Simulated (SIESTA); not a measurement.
## MoS2 under changes of volume

One of the cells (17.864 Å³/atom); the others are scaled copies at fixed shape and fractional positions:

```xyz
6
Lattice="3.1690 0.0000 0.0000 -1.5845 2.7444 0.0000 0.0000 0.0000 12.3240" Properties=species:S:1:pos:R:3 pbc="T T T"
Mo    1.5845    0.9148    9.2430
Mo    0.0000    1.8296    3.0810
S     1.5845    0.9148    4.6461
S     0.0000    1.8296   10.8081
S     1.5845    0.9148    1.5159
S     0.0000    1.8296    7.6779
```

* Program: SIESTA 5.4.2
* Functional: LDA
* Potentials or basis: PseudoDojo 0.4 standard (LDA files)
* Basis: DZP (energy shift 0.003 Ry; two zetas on semicore shells)
* Grid cutoff: 800 Ry
* Energy shift: 0.003 Ry
* k mesh: 8 × 8 × 2
* Occupations: fermi-dirac, width 0.05 eV
* Spin: no spin polarisation

```csv
volume (Å³/atom),energy over the lowest point (meV/atom),pressure (GPa),gap on the mesh (eV),largest force (eV/Å)
16.792,17.63,7.8,0.92,1.065
17.149,4.64,3.9,0.94,0.659
17.507,0.00,0.4,0.95,0.284
17.864,2.87,-2.8,0.96,0.063
18.221,12.45,-5.7,0.97,0.384
18.578,28.05,-8.2,0.98,0.680
18.936,?,?,?,?
```

Problem. What does the run at 18.936 Å³/atom give?

Solution. Energy over the lowest point 49.06 meV/atom; pressure -10.5 GPa; gap on the mesh 0.99 eV; largest force 0.952 eV/Å.

Worked out: A Birch-Murnaghan fit of order 3 (a polynomial in V^(-2/3)) to the other rows has its minimum at 17.54 Å³/atom with B0 = V·E''(V) = 163 GPa and B' = 4.4 at fixed shape and positions, which overstates the stiffness. It gives 49.12 meV/atom at 18.936 Å³/atom, against the run's 49.06, and -dE/dV = -10.6 GPa, against -10.5. A straight line through the other rows of the gap, of slope 0.566 eV per unit of ln V, extrapolates to 0.99 eV, against the run's 0.99.

Energies are extrapolated to zero smearing.

Caveats: the basis of atomic orbitals isn't converged, which shifts pressures, moduli and gaps; forces of over 1 eV/Å show positions far from the minimum, so gaps and moduli don't describe the material at rest (some runs).

A mesh can miss the band edges. Spin-orbit coupling on Mo is left out.
